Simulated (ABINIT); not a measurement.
The system is BN.

```
N B
1.0
     0.00000    1.81300    1.81300
     1.81300    0.00000    1.81300
     1.81300    1.81300    0.00000
N B
1 1
Direct
  0.25000 0.25000 0.25000
  0.00000 0.00000 0.00000
```

The cell is a database's computed one.

Program: ABINIT 10.8.3 (patched build). Alike in all runs: no spin polarisation; cell as given.

Problem. Order these runs on this cell by their band gap on the k mesh, lowest first.
A. level TB-mBJ; potentials or basis JTH PAW LDA v2.0; k mesh 13 × 13 × 13; cutoff (eV) 844; smearing fermi-dirac 0.05 eV; fine-grid cutoff 1442.2 eV
B. level PBE0; potentials or basis PseudoDojo NC SR PBE v0.4.1 standard; k mesh 8 × 8 × 8; cutoff (eV) 952; smearing fixed; most SCF steps 60
C. level PBE-EpsX; potentials or basis SPMS NC PBE v1.0; k mesh 8 × 8 × 8; cutoff (eV) 952; smearing fermi-dirac 0.05 eV; most SCF steps 60; thinning of the exchange mesh (fockdownsampling) 2 × 2 × 2; dielectric constant that sets the share 4.5527

Solution. A (5.96 eV), C (6.38 eV), B (6.58 eV).

Caveats: the constant c of TB-mBJ comes from the pseudo density here, which moves gaps by up to 0.3 eV between sets of potentials (some runs).

A k mesh can miss the band edges, odd and even meshes differently.

Runs at the PBE level aren't shown here.
